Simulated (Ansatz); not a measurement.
The system is SnTe.

```
Te Sn
1.0
     0.00000    3.15085    3.15085
     3.15085    0.00000    3.15085
     3.15085    3.15085    0.00000
Te Sn
1 1
Direct
  0.50000 0.50000 0.50000
  0.00000 0.00000 0.00000
```

Base run:

```yaml
Program: Ansatz 0.2.0
Functional: PBE
Potentials_or_basis: all-electron PAW datasets made for the crystal
Cutoff: 240 eV
Density_cutoff: 960 eV
k_mesh: 6 × 6 × 6
Occupations: fermi-dirac, width 0.05 eV
Spin: no spin polarisation
```

Its results: band gap on the k mesh 0.10 eV, direct; pressure 2.3 GPa.

The run is repeated on the same cell with these changes: functional from PBE to PBEsol. What comes out?

Band gap on the k mesh 0.14 eV, direct; pressure -0.3 GPa.

PBEsol binds more tightly than PBE, so the same cell stands under less pressure.

Caveats: spin-orbit coupling is left out, which moves the levels of the heavy elements.

A k mesh can miss the band edges.

Not every run made on this cell is shown here.
